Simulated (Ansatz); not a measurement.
# Fe (P6_3/mmc) in Ansatz: settings compared

One crystal, Fe, is run at these levels: PBE+D3(BJ), PBE+D4; tasks: relaxation of cell and atoms.

Program: Ansatz 0.2.0. These are calculated values, not measurements. Logs are shortened: lines on timing, memory, paths and dates and some standing lists are left out, and cuts for length are marked.

## Step 1: The crystal as given

The structure is hexagonal, space group P6_3/mmc (No. 194). Conventional cell: a = 2.434 Å, b = 2.434 Å, c = 3.842 Å, α = 90.00°, β = 90.00°, γ = 120.00°. Around Fe (site symmetry -6m2) lie 12 Fe at 2.38 to 2.43 Å.

This isn't the form of Fe at room conditions, which is bcc.

## Step 2: Relaxation of cell and atoms, PBE+D3(BJ), collinear spin, ferromagnetic start

The input, input.yaml:

```yaml
crystal:
  lattice:
    - [2.4341575853, 0.0, 0.0]
    - [-1.2170787927, 2.1080423057, 0.0]
    - [0.0, 0.0, 3.84193447]
  atoms:
    - { symbol: Fe, position: [0.6666666667, 0.3333333333, 0.75], spin: 3.0 }
    - { symbol: Fe, position: [0.3333333333, 0.6666666667, 0.25], spin: 3.0 }
hamiltonian:
  xc: pbe
  pseudopotentials: { kind: paw }
  dispersion: d3bj
magnetization:
  spin_polarized: true
kpoints:
  mp_grid: { grid: [12, 12, 7] }
scf:
  occupations: { method: fermi_dirac, width: 0.05 }
output:
  forces: true
  stress: true
relax:
  f_tol: 0.01
  max_steps: 40
  cell: { stress_tol: 0.05 }
```

Potentials or basis: Ansatz PAW.

On the command line:

```
$ ansatz run input.yaml --threads 2 --pin off --max-ram 5632MiB --backend cpu --events-out ev --progress --plain --runs-dir out
```

Log:

```text
Warning: RAYON_NUM_THREADS=2 ignored (pool sized by the plan → 2); use --threads N
Engine: ansatz 0.2.0, x86_64-unknown-linux-gnu
Pseudopotentials: kind: paw
Pseudopotential: Fe, paw, valence charge 16, recommended cutoff 420 eV (normal), Fe.paw.azcp
Functional definition: PBE
  parameter kappa = 0.804
  parameter beta = 0.06672455060314922
  exchange = pbe_x(kappa = kappa, mu = beta*pi^2/3)
  correlation = pbe_c(beta = beta)
Crystal: 2 atoms, lattice volume = 19.714 Å³
Basis set: ecut = 420 eV, 391 PW (Γ), exchange–correlation on 36×36×54 points (8 copies of the dense FFT grid, shifted against one another)
Bands: 23, of which v1, the nominal top of the filled ones, is band 16 counted from 1 (15 counted from 0)
Symmetry: 24 space group operations
Space group: P63/mmc (ITA 194), of the structure as read, at distance tolerance 2.7e-5 Å
Magnetic group: BNS 194.263 (UNI 1493), of the structure as read, at distance tolerance 2.7e-5 Å
k-points: 76 of 1008
Non-local potential: Fe, projectors of the file, l = 0: 3, l = 1: 2, l = 2: 3, l = 3: 1
PAW form: soft (Blöchl's): semilocal exchange-correlation on the pseudo side does not see the compensation charge
PAW one-centre angular grid: Fe, 590 points (default); XC on 64 Gauss nodes
Initial density: superposition of atomic densities (chi_scale 0.1, normalization cell)
Starting moments: Σ|m| = 6 μB on 2 of 2 sites
Initial wavefunctions: pseudopotential atomic-orbital guess
Functional: x = pbe(κ = 0.804, μ = 0.2195149727645171), c = pbe(β = 0.06672455060314922)
SCF iter   1: F=—  HF=-8959.799600 eV  |F-HF|=—  |Δ(HF+E_count)|=         —  Δρ=1.06e-1 (↑1.06e-1 ↓6.19e-2)  dr2=2.99e0  dr2_m=3.15e-1  M=4.752 μB ∫|m|=4.819 μB  β_m=0.30  ethr=3.10e-3  ⟨swp⟩=5.1  Hψ=13277  notcnv=0
Mixer restart at iter 1: flushing history
preconditioner: auto → none  [metal: Δε(μ)=0.006 eV  Ē_g=10.068 eV  σ=0.050 eV  W_gap=0.03  n_scr=2 (ndim 8)  ℏωp=33.5 eV  f_vac=0.000  D(μ)=3.61/eV (n_scr^D=66)  sad-step TF]
SCF iter   2: F=—  HF=-8959.058262 eV  |F-HF|=—  |Δ(HF+E_count)|=   7.41e-1  Δρ=3.82e-2 (↑3.82e-2 ↓2.87e-2)  dr2=3.78e-1  dr2_m=8.89e-2  M=4.842 μB ∫|m|=4.914 μB  β_m=0.38  ethr=3.10e-3  ⟨swp⟩=3.3  Hψ=6814  notcnv=0  defer=225
SCF iter   3: F=—  HF=-8959.875696 eV  |F-HF|=—  |Δ(HF+E_count)|=   8.17e-1  Δρ=1.67e-2 (↑1.35e-2 ↓1.67e-2)  dr2=8.83e-3  dr2_m=3.64e-2  M=4.750 μB ∫|m|=4.837 μB  β_m=0.59  ethr=1.18e-3  ⟨swp⟩=2.1  Hψ=4404  notcnv=0  defer=224
SCF iter   4: F=—  HF=-8964.290630 eV  |F-HF|=—  |Δ(HF+E_count)|=         —  Δρ=3.38e-1 (↑3.38e-1 ↓2.83e-1)  dr2=4.12e-1  dr2_m=1.74e1  M=0.204 μB ∫|m|=0.386 μB  β_m=1.00  ethr=2.76e-5  ⟨swp⟩=3.0  Hψ=7927  notcnv=0  defer=227
Mixer restart at iter 4: flushing history
SCF iter   5: F=—  HF=-8962.736663 eV  |F-HF|=—  |Δ(HF+E_count)|=    1.55e0  Δρ=9.86e-2 (↑7.78e-2 ↓9.86e-2)  dr2=3.68e0  dr2_m=1.99e-2  M=0.186 μB ∫|m|=0.236 μB  β_m=0.59  ethr=1.56e-4  ⟨swp⟩=3.9  Hψ=9834  notcnv=0  defer=132
SCF iter   6: F=—  HF=-8963.282473 eV  |F-HF|=—  |Δ(HF+E_count)|=   5.46e-1  Δρ=1.15e-1 (↑1.15e-1 ↓8.48e-2)  dr2=4.58e0  dr2_m=4.45e-2  M=0.043 μB ∫|m|=0.082 μB  β_m=0.41  ethr=1.56e-4  ⟨swp⟩=4.2  Hψ=11605  notcnv=0  defer=73
SCF iter   7: F=—  HF=-8961.649909 eV  |F-HF|=—  |Δ(HF+E_count)|=    1.63e0  Δρ=2.12e-2 (↑2.12e-2 ↓3.14e-3)  dr2=3.97e-2  dr2_m=2.39e-2  M=0.071 μB ∫|m|=0.103 μB  β_m=0.72  ethr=1.56e-4  ⟨swp⟩=4.0  Hψ=9769  notcnv=0  defer=78
SCF iter   8: F=—  HF=-8961.640186 eV  |F-HF|=—  |Δ(HF+E_count)|=   9.72e-3  Δρ=1.19e-2 (↑1.19e-2 ↓6.30e-3)  dr2=3.33e-3  dr2_m=1.39e-2  M=-0.062 μB ∫|m|=0.086 μB  β_m=0.58  ethr=1.24e-4  ⟨swp⟩=3.2  Hψ=7751  notcnv=0  defer=75
SCF iter   9: F=—  HF=-8961.633367 eV  |F-HF|=—  |Δ(HF+E_count)|=   6.82e-3  Δρ=2.52e-3 (↑2.52e-3 ↓2.02e-3)  dr2=1.26e-4  dr2_m=8.50e-4  M=-0.016 μB ∫|m|=0.022 μB  β_m=0.79  ethr=1.04e-5  ⟨swp⟩=2.5  Hψ=6778  notcnv=0  defer=75
SCF iter  10: F=—  HF=-8961.632869 eV  |F-HF|=—  |Δ(HF+E_count)|=   4.98e-4  Δρ=4.24e-4 (↑4.24e-4 ↓2.24e-4)  dr2=4.60e-6  dr2_m=1.72e-5  M=-0.002 μB ∫|m|=0.003 μB  β_m=0.90  ethr=3.93e-7  ⟨swp⟩=2.5  Hψ=6224  notcnv=0  defer=75
SCF iter  11: F=—  HF=-8961.632858 eV  |F-HF|=—  |Δ(HF+E_count)|=   1.13e-5  Δρ=6.22e-5 (↑6.22e-5 ↓1.63e-5)  dr2=6.13e-7  dr2_m=1.24e-7  M=-0.000 μB ∫|m|=0.000 μB  β_m=0.95  ethr=1.44e-8  ⟨swp⟩=2.0  Hψ=5836  notcnv=0  defer=75
SCF iter  12: F=—  HF=-8961.632858 eV  |F-HF|=—  |Δ(HF+E_count)|=   1.29e-7  Δρ=7.79e-6 (↑7.79e-6 ↓4.28e-6)  dr2=1.61e-8  dr2_m=9.19e-10  M=-0.000 μB ∫|m|=0.000 μB  β_m=0.92  ethr=1.92e-9  ⟨swp⟩=2.3  Hψ=5445  notcnv=0  defer=75
[... 49 lines left out ...]
the starting moments were not kept: the SCF closed with an absolute magnetisation of 5.7e-6 μB, where they sum to 6 μB in size (2 sites). That is at most 0.1 of that sum. Measured as dr2_m measures the in/out step, that magnetisation stands 2.9e-11 eV from none, at or under the dr2_threshold of 1.3e-8 eV: it is no larger than a step whose dr2_m would equal this threshold.
SCF 4 converged in 6 iterations: F = -8961.635777 eV  dr2 = 8.83e-10
relax step   4: F+E_penalty+E_count = -8961.63577696 eV  Δ(F+E_penalty+E_count) = +9.404e-7 eV  max|allowed force component| = 3.007e-17 eV/Å  Δτ_max = 0.0000 Å  P = -0.001 GPa  Ω = 19.947 Å³  energy of the carried Pulay correction = -1.613e-4 eV  (6 SCF iters, dr2 threshold 1.29e-8 eV, accepted)
Initial wavefunctions: pseudopotential atomic-orbital guess (no wavefunctions were taken with the density)
iter 1 solved again at ethr=1.30e-8 eV; its pass at ethr=3.10e-3 eV (dr2=4.16e-6 eV) is discarded
SCF iter   1: F=—  HF=-8961.635633 eV  |F-HF|=—  |Δ(HF+E_count)|=         —  Δρ=4.83e-4 (↑4.83e-4 ↓4.83e-4)  dr2=3.93e-6  dr2_m=2.91e-11  M=-0.000 μB ∫|m|=0.000 μB  β_m=0.65  ethr=1.30e-8  ⟨swp⟩=3.3  Hψ=24414  notcnv=0
SCF iter   2: F=—  HF=-8961.635894 eV  |F-HF|=—  |Δ(HF+E_count)|=   2.61e-4  Δρ=1.69e-4 (↑1.69e-4 ↓1.69e-4)  dr2=5.08e-7  dr2_m=5.50e-12  M=-0.000 μB ∫|m|=0.000 μB  β_m=0.63  ethr=1.23e-8  ⟨swp⟩=1.0  Hψ=3496  notcnv=0
SCF iter   3: F=—  HF=-8961.635931 eV  |F-HF|=—  |Δ(HF+E_count)|=   3.65e-5  Δρ=2.34e-5 (↑2.33e-5 ↓2.34e-5)  dr2=1.80e-7  dr2_m=2.20e-12  M=-0.000 μB ∫|m|=0.000 μB  β_m=0.48  ethr=1.59e-9  ⟨swp⟩=2.2  Hψ=5018  notcnv=0
SCF iter   4: F=—  HF=-8961.635931 eV  |F-HF|=—  |Δ(HF+E_count)|=   1.06e-7  Δρ=1.51e-6 (↑1.51e-6 ↓1.38e-6)  dr2=1.22e-9  dr2_m=1.14e-12  M=-0.000 μB ∫|m|=0.000 μB  β_m=0.74  ethr=5.62e-10  ⟨swp⟩=2.4  Hψ=5246  notcnv=0
SCF iter   5: F=—  HF=-8961.635931 eV  |F-HF|=—  |Δ(HF+E_count)|=   9.30e-8  Δρ=1.29e-6 (↑1.29e-6 ↓1.18e-6)  dr2=8.43e-10  dr2_m=6.54e-13  M=-0.000 μB ∫|m|=0.000 μB  β_m=0.87  ethr=3.81e-12  ⟨swp⟩=2.1  Hψ=4863  notcnv=0
SCF iter   6: F=—  HF=-8961.635931 eV  |F-HF|=—  |Δ(HF+E_count)|=   2.62e-9  Δρ=5.05e-7 (↑5.05e-7 ↓4.86e-7)  dr2=1.40e-10  dr2_m=1.78e-14  M=-0.000 μB ∫|m|=0.000 μB  β_m=0.93  ethr=2.64e-12  ⟨swp⟩=2.7  Hψ=5897  notcnv=0
SCF iter   7: F=—  HF=-8961.635931 eV  |F-HF|=—  |Δ(HF+E_count)|=  2.86e-10  Δρ=3.91e-8 (↑3.18e-8 ↓3.91e-8)  dr2=6.20e-13  dr2_m=4.13e-15  M=0.000 μB ∫|m|=0.000 μB  β_m=0.97  ethr=1.00e-12  ⟨swp⟩=2.2  Hψ=4992  notcnv=0
SCF iter   8: F=-8961.635931 eV  HF=-8961.635931 eV  |F-HF|=3.64e-12  |Δ(HF+E_count)|=    0.00e0  Δρ=3.30e-8 (↑3.30e-8 ↓2.95e-8)  dr2=5.08e-13  dr2_m=6.58e-16  M=0.000 μB ∫|m|=0.000 μB  ethr=1.00e-12  ⟨swp⟩=3.8  Hψ=13640  notcnv=0
the starting moments were not kept: the SCF closed with an absolute magnetisation of 5.6e-8 μB, where they sum to 6 μB in size (2 sites). That is at most 0.1 of that sum. Measured as dr2_m measures the in/out step, that magnetisation stands 2.9e-15 eV from none, at or under the dr2_threshold of 2.0e-11 eV: it is no larger than a step whose dr2_m would equal this threshold.
SCF 5 converged in 8 iterations: F = -8961.635931 eV  dr2 = 5.08e-13
relax step   5: F+E_penalty+E_count = -8961.63593055 eV  Δ(F+E_penalty+E_count) = -1.536e-4 eV  max|allowed force component| = 2.544e-17 eV/Å  Δτ_max = 0.0000 Å  P = +0.010 GPa  Ω = 19.947 Å³  stress off target by 1.69e-2 GPa  SCF on the basis re-selected at this cell (its energy is not comparable with the rows above)  (8 SCF iters)
basis re-selected at this cell: Δ(F+E_penalty+E_count) = -1.536e-4 eV, ΔP = +0.011 GPa vs the last step (what re-selecting the basis moved, of the pressure what is left beyond the Pulay correction that the steps carried, after the strain that the cell walked since its last selection, with what the two solves' SCF thresholds leave and, on support functions, any second-order correction that the steps lacked; it is no measure of the basis error at this ecutwfc). This SCF's stress stands 1.69e-2 GPa from its target on what of the cell is left free (relax.cell.stress_tol is 5.00e-2 GPa) and its largest allowed force component is 2.54e-17 eV/Å (relax.f_tol is 1.00e-2 eV/Å): within both
SCF converged after 8 iterations
Magnetization: 0.0000 μB (16.0000 up, 16.0000 down)
Absolute magnetization: 0.0000 μB (∫|ρ↑−ρ↓|, with the PAW one-centre terms)
Spin contamination: 0.0000 ħ² per cell (⟨S²⟩ above its minimum at these occupations)
Per-site moments (μB) at R_I (Å): [(2.631860230932445e-8, 0.9869645285300426), (2.63186024403262e-8, 0.9869645285300426)]
Free energy (F): -8961.635931 eV
Harris-Foulkes:  -8961.635931 eV  (|F-HF|=3.64e-12)
Internal energy: -8961.616163 eV  (E = F + TS)
E sigma→0 (E₀):  -8961.626047 eV
Entropy (-TS):   -0.019768 eV (-9.884 meV/atom)
Fermi energy:    21.671031 eV
--- Per-component energies (eV) ---
  E_band       = -336.667395
  E_kinetic    = 712.293566
  E_local      = -3797.473549  (includes V_loc(G=0)·N_el)
  E_nonlocal   = 425.763944
  E_hartree    = 1610.471829
  E_xc         = -239.674542
  E_vxc        = -308.924229  (∫ρ·V_xc dr)
  E_paw        = -2726.757085  (= ΣΔE_a)
  E_vpaw       = -589.272722  (= ΣTr[D̂ρ^β])
  E_aug_tail   = 0.001879  (compensation charges beyond the density's cutoff)
  E_ewald      = -4945.424126
  E_disp       = -0.818079  (pairwise vdW)
  E_smearing   = -0.019768  (= −TS)
  E_closure    = -0.000000  (closes the sum)
  Σ components = -8961.635931   (vs F -8961.635931, Δ=0.00e0)
--- Forces (eV/Å), atoms counted from 1 ---
  atom   1  Fe     0.00000000     0.00000000    -0.00000000
  atom   2  Fe     0.00000000    -0.00000000     0.00000000
  max |Σ_I F_I| component: 4.63e-18 eV/Å
--- Stress (GPa, compression-positive) ---
        0.007125       0.000000      -0.000000
        0.000000       0.007125       0.000000
       -0.000000       0.000000       0.016880
  P = ⅓ Tr σ = 0.0104 GPa (0.104 kbar)
--- Relaxed structure (4 steps of the walk, 4 accepted, 1 SCFs on fresh bases) ---
  F+E_penalty+E_count = -8961.63593055 eV   max|allowed force component| = 2.544e-17 eV/Å   (the final SCF, on the basis selected at the relaxed cell)
  cell:  # Å, volume = 19.9474 Å³
    - [2.440376718847804, 2.8941291357081047e-11, 8.821554263235849e-34]
    - [-1.220188359448966, 2.113428233311842, -9.670891621893391e-34]
    - [1.3923434377349673e-33, -5.934578587067074e-34, 3.8676019052003987]
  atoms:
    - { symbol: Fe, position: [0.6666666666666665, 0.3333333333333333, 0.7499999999999999] }
    - { symbol: Fe, position: [0.33333333333333326, 0.6666666666666666, 0.24999999999999997] }
```

It took 26 s on 2 threads of Intel Xeon at 2.50GHz (Skylake/Cascade Lake), shared host; peak memory 0.37 GiB.

What came out:

- Free energy: -8961.6359 eV
- Relaxed volume: 9.97 Å³/atom
- Relaxed cell: a = 2.440 Å, b = 2.440 Å, c = 3.868 Å, α = 90.00°, β = 90.00°, γ = 120.00°
- Space group after relaxing (to 0.05 Å): P6_3/mmc (No. 194)
- Energy gained by relaxing: 1.5 meV/atom
- Ionic steps: 5
- Pressure after relaxing: 0.0 GPa
- Net moment: 0.00 μB per cell
- Absolute moment: 0.00 μB per cell

The path:
| step | energy change (eV) | largest force (eV/Å) | volume (Å³) |
| --- | --- | --- | --- |
| 1 | 0.0000 | 0.0000 | 19.71 |
| 2 | -0.0023 | 0.0000 | 19.84 |
| 3 | -0.0029 | 0.0000 | 19.95 |
| 4 | -0.0029 | 0.0000 | 19.95 |
| 5 | -0.0031 | 0.0000 | 19.95 |

Final structure:
```yaml
crystal:
  lattice:
    - [2.44038, 0.00000, 0.00000]
    - [-1.22019, 2.11343, 0.00000]
    - [0.00000, 0.00000, 3.86760]
  atoms:
    - { symbol: Fe, position: [0.66667, 0.33333, 0.75000] }
    - { symbol: Fe, position: [0.33333, 0.66667, 0.25000] }
```

Caveat: the starting moments collapsed, and a magnetic state may lie lower; the plane-wave basis is chosen anew once the cell has moved, so the energies of steps on either side of that aren't comparable; the starting moments weren't kept.

## Step 3: Relaxation of cell and atoms, PBE+D4, collinear spin, ferromagnetic start

input.yaml: that of step 2 with these lines changed.

```diff
@@ -11,3 +11,3 @@
   pseudopotentials: { kind: paw }
-  dispersion: d3bj
+  dispersion: d4
 magnetization:
```

Potentials or basis: Ansatz PAW.

On the command line:

```
$ ansatz run input.yaml --threads 2 --pin off --max-ram 5632MiB --backend cpu --events-out ev --progress --plain --runs-dir out
```

Run time: 31 s. Hardware: 2 threads of Intel Xeon at 2.50GHz (Skylake/Cascade Lake), shared host; peak memory 0.36 GiB.

It converged, with:

```yaml
Free_energy: -8961.6162 eV
Relaxed_volume: 10.00 Å³/atom
Relaxed_cell: a = 2.443 Å, b = 2.443 Å, c = 3.871 Å, α = 90.00°, β = 90.00°, γ = 120.00°
Space_group_after_relaxing_to_0.05_Å: P6_3/mmc (No. 194)
Energy_gained_by_relaxing: 2.2 meV/atom
Ionic_steps: 5
Pressure_after_relaxing: 0.0 GPa
Net_moment: 0.00 μB per cell
Absolute_moment: 0.00 μB per cell
```

The path:
```
step  energy change (eV)  largest force (eV/Å)  volume (Å³)
   1              0.0000                0.0000        19.71
   2             -0.0034                0.0000        19.87
   3             -0.0042                0.0000        20.00
   4             -0.0042                0.0000        20.00
   5             -0.0044                0.0000        20.00
```

Final structure:
```cif
data_structure
_symmetry_space_group_name_H-M 'P 1'
_symmetry_Int_Tables_number 1
_cell_length_a 2.4426
_cell_length_b 2.4426
_cell_length_c 3.8708
_cell_angle_alpha 90.000
_cell_angle_beta 90.000
_cell_angle_gamma 120.000
_cell_volume 20.00
loop_
_atom_site_label
_atom_site_type_symbol
_atom_site_fract_x
_atom_site_fract_y
_atom_site_fract_z
_atom_site_occupancy
Fe1 Fe 0.66667 0.33333 0.75000 1
Fe2 Fe 0.33333 0.66667 0.25000 1
```

Caveat: the starting moments collapsed, and a magnetic state may lie lower; the plane-wave basis is chosen anew once the cell has moved, so the energies of steps on either side of that aren't comparable; the starting moments weren't kept.
